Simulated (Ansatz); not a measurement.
**Relaxing HgH3**

Theory: DFT PBE, scalar-relativistic, plane waves, PAW in Ansatz.

HgH3 was placed on the TiAl3 (D0_22) structure type (I4/mmm, No. 139), with Hg in place of Ti, H in place of Al, at a guessed volume.

Input of the last, converged step (default PAW datasets):

```yaml
crystal:
  lattice:
    - [-1.493030016, 1.493030016, 3.9720681017]
    - [1.493030016, -1.493030016, 3.9720681017]
    - [1.493030016, 1.493030016, -3.9720681017]
  atoms:
    - { symbol: Hg, position: [0.0, 0.0, 0.0] }
    - { symbol: H, position: [0.5, 0.5, 0.0] }
    - { symbol: H, position: [0.25, 0.75, 0.5] }
    - { symbol: H, position: [0.75, 0.25, 0.5] }
basis:
  ecutwfc: 420
kpoints:
  mp_grid: { grid: [22, 22, 22] }
hamiltonian:
  xc: pbe
scf:
  occupations: { method: gaussian, width: 0.1 }
output:
  forces: true
  stress: true
  eigenvalues: true
relax:
  adjacent_minimum: "off"
  f_tol: 0.01
  max_steps: 80
  cell: { stress_tol: 0.05 }
```

Launched as:

```bash
ansatz run input.yaml --threads 1 --pin off --max-ram 2560MiB --backend cpu --events-out ev --progress --plain --runs-dir out
```

The run took 77 s on 1 thread of Intel(R) Xeon(R) Platinum 8488C (Sapphire Rapids), on a shared host, peak memory 0.72 GiB.

End of the output:

```
SCF converged after 5 iterations
Free energy (F): -13856.820373 eV
Harris-Foulkes:  -13856.820373 eV  (|F-HF|=1.46e-11)
Internal energy: -13856.817071 eV  (E = F + TS)
E sigma→0 (E₀):  -13856.818722 eV
Entropy (-TS):   -0.003301 eV (-0.825 meV/atom)
Fermi energy:    10.290666 eV
--- Per-component energies (eV) ---
  E_band       = -467.133156
  E_kinetic    = 637.996842
  E_local      = -3053.889364  (includes V_loc(G=0)·N_el)
  E_nonlocal   = 75.948748
  E_hartree    = 1303.794501
  E_xc         = -245.089494
  E_vxc        = -294.426552  (∫ρ·V_xc dr)
  E_paw        = -9944.484179  (= ΣΔE_a)
  E_vpaw       = -440.349907  (= ΣTr[D̂ρ^β])
  E_aug_tail   = -0.001919  (compensation charges beyond the density's cutoff)
  E_ewald      = -2631.092206
  E_smearing   = -0.003301  (= −TS)
  E_closure    =  0.000000  (closes the sum)
  Σ components = -13856.820373   (vs F -13856.820373, Δ=0.00e0)
--- Forces (eV/Å), atoms counted from 1 ---
  atom   1  Hg     0.00000000     0.00000000     0.00000000
  atom   2  H      0.00000000     0.00000000     0.00000000
  atom   3  H      0.00000000     0.00000000     0.00000000
  atom   4  H      0.00000000     0.00000000     0.00000000
  max |Σ_I F_I| component: 5.42e-19 eV/Å
--- Stress (GPa, compression-positive) ---
        0.037225       0.000000       0.000000
        0.000000       0.037225       0.000000
        0.000000       0.000000      -0.016596
  P = ⅓ Tr σ = 0.0193 GPa (0.193 kbar)
--- Relaxed structure (3 steps of the walk, 3 accepted, 1 SCFs on fresh bases) ---
  F+E_penalty+E_count = -13856.82037282 eV   max|allowed force component| = 1.897e-19 eV/Å   (the final SCF, on the basis selected at the relaxed cell)
  cell:  # Å, volume = 34.9082 Å³
    - [-1.500087, 1.500087, 3.878235]
    - [1.500087, -1.500087, 3.878235]
    - [1.500087, 1.500087, -3.878235]
  atoms:
    - { symbol: Hg, position: [0.000000, 0.000000, 0.000000] }
    - { symbol: H, position: [0.5, 0.5, 0.000000] }
    - { symbol: H, position: [0.250000, 0.75, 0.5] }
    - { symbol: H, position: [0.75, 0.250000, 0.5] }
```

Total energies depend on the potentials used, so only differences within one code and one set of settings carry meaning.

The result has space group I4/mmm (No. 139). Hg has 4 H at 2.12 Å and 8 H at 2.45 Å; H on Wyckoff site b (1 atom of the primitive cell) has 4 Hg at 2.12 Å and 8 H at 2.45 Å; H on Wyckoff site d (2 atoms of the primitive cell) is coordinated by 4 H at 2.12 Å, 4 H at 2.45 Å and 4 Hg at 2.45 Å.

Against the elements it lies at 1.06 eV/atom. Formation energies are uncorrected and refer to the elements' standard structures at the same level (H₂ as a molecule).

For metals, differences of a few meV/atom aren't resolved. No dispersion correction is applied, so the spacing between layers, chains or molecules is poorly fixed, and with it the volume and density. Spin–orbit coupling is left out.

Symmetry constrained the relaxation, so the result can be a saddle point.